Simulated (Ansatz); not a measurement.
# MgB2: the cost of one run

Computed with Ansatz 0.2.0 (DFT PBEsol, scalar-relativistic, plane waves, PAW, unless a step's input says otherwise).

**1. Starting point**

The structure is hexagonal, space group P6/mmm (No. 191). The conventional cell has a = 3.065 Å, b = 3.065 Å, c = 3.495 Å, α = 90.00°, β = 90.00°, γ = 120.00°. Mg (site symmetry 6/mmm) is surrounded by 12 B at 2.49 Å. Around B (site symmetry -6m2) lie 3 B at 1.77 Å and 6 Mg at 2.49 Å.

Structure file:

```
Mg B
1.0
     3.06475    0.00000    0.00000
    -1.53237    2.65415    0.00000
     0.00000    0.00000    3.49501
Mg B
1 2
Cartesian
  0.0000 0.0000 0.0000
  0.0000 1.7694 1.7475
  1.5324 0.8847 1.7475
```

This cell was relaxed beforehand with the same method: volume 9.48 Å³/atom, gap on the mesh none (metal).

**2. Back to the database's cell**

input.yaml

```yaml
crystal:
  lattice:
    - [3.085, 0.0, 0.0]
    - [-1.5425, 2.6716883707, 0.0]
    - [0.0, 0.0, 3.523]
  atoms:
    - { symbol: Mg, position: [0.0, 0.0, 0.0] }
    - { symbol: B, position: [0.3333333333, 0.6666666667, 0.5] }
    - { symbol: B, position: [0.6666666667, 0.3333333333, 0.5] }
basis:
  ecutwfc: 420
kpoints:
  mp_grid: { grid: [18, 18, 12] }
hamiltonian:
  xc: pbesol
scf:
  occupations: { method: gaussian, width: 0.1 }
output:
  forces: true
  stress: true
  eigenvalues: true
  populations: true
```

Launch:

```
$ ansatz run input.yaml --threads 1 --pin off --max-ram 2560MiB --backend cpu --events-out ev --progress --plain --runs-dir out
```

What time and memory should one allow on 1 thread of Oxide Virtual Turin-like (Zen 5), shared host?

About 2.4 s, with a peak of 0.41 GiB.
